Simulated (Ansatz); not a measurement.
**How the functional moves the response of MoS₂ (R3m) (PBEsol, LDA)**

```
CELL_PARAMETERS angstrom
1.57157 0.90735 6.28075
-1.57157 0.90735 6.28075
0.00000 -1.81469 6.28075
ATOMIC_POSITIONS crystal
Mo 0.00010 0.00010 0.00010
S 0.25076 0.25076 0.25076
S 0.41614 0.41614 0.41614
```

This cell (17.91 Å³ an atom) was relaxed by PAW under PBEsol, and each functional gets its own cell relaxed so. Quantity: Kohn-Sham band edges (the gap between refined extrema, the direct gap on the fine mesh).

Runs: (1) PBEsol, all-electron LAPW in Ansatz 0.2.0, scalar-relativistic; k mesh 8×8×8, fixed occupations, basis error target 1 meV/atom. (2) LDA, all-electron LAPW in Ansatz 0.2.0, scalar-relativistic; k mesh 8×8×8, fixed occupations, basis error target 1 meV/atom.

Under PBEsol: gap = 0.99 eV, least direct gap = 1.80 eV, electron conductivity mass = 0.628 mₑ, ε∞ without local fields (PAW) = 13.70.

Problem. Which way does LDA move the volume, and by how much?

Solution. a = 3.126, c = 17.972 Å, 16.90 Å³ an atom: 5.6 % smaller.

Problem. What does LDA give for these quantities?

Solution. 

```tsv
quantity	PBEsol	LDA	change
gap	0.99 eV	0.71 eV	-29 %
least direct gap	1.80 eV	1.83 eV	+2 %
electron conductivity mass	0.628 mₑ	0.569 mₑ	-9 %
ε∞ without local fields (PAW)	13.70	14.80	+8 %
```

Keep in mind: no spin-orbit coupling on heavy atoms; semilocal gaps are low, and light masses and ε∞ follow the gap; no dispersion correction, so the spacing and stiffness between layers or molecules are poor.
